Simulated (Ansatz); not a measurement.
# diamond against fcc along group 14

Method: Ansatz, DFT, PBEsol, plane waves (420 eV) with PAW, scalar-relativistic. (PAW data from PBE, frozen cores regenerated.)

Each structure is relaxed within its symmetry, in the lowest magnetic state of the tried starts. Differences under about 8 meV lie within the error of the k-point mesh.

| element | E(diamond) − E(fcc) (meV/atom) | V(diamond) (Å³/atom) | V(fcc) (Å³/atom) | state of diamond | state of fcc |
| --- | --- | --- | --- | --- | --- |
| C | ? | ? | ? | ? | ? |
| Si | -403 | 20.07 | 14.03 | spin not included | spin not included |
| Ge | -275 | 22.97 | 18.51 | spin not included | spin not included |
| Pb | 324 | 41.29 | 29.90 | spin not included | spin not included |

Problem. Fill in the row of C.

Solution. E(diamond) − E(fcc) (meV/atom): -4447; V(diamond) (Å³/atom): 5.61; V(fcc) (Å³/atom): 7.00; state of diamond: spin not included; state of fcc: spin not included.
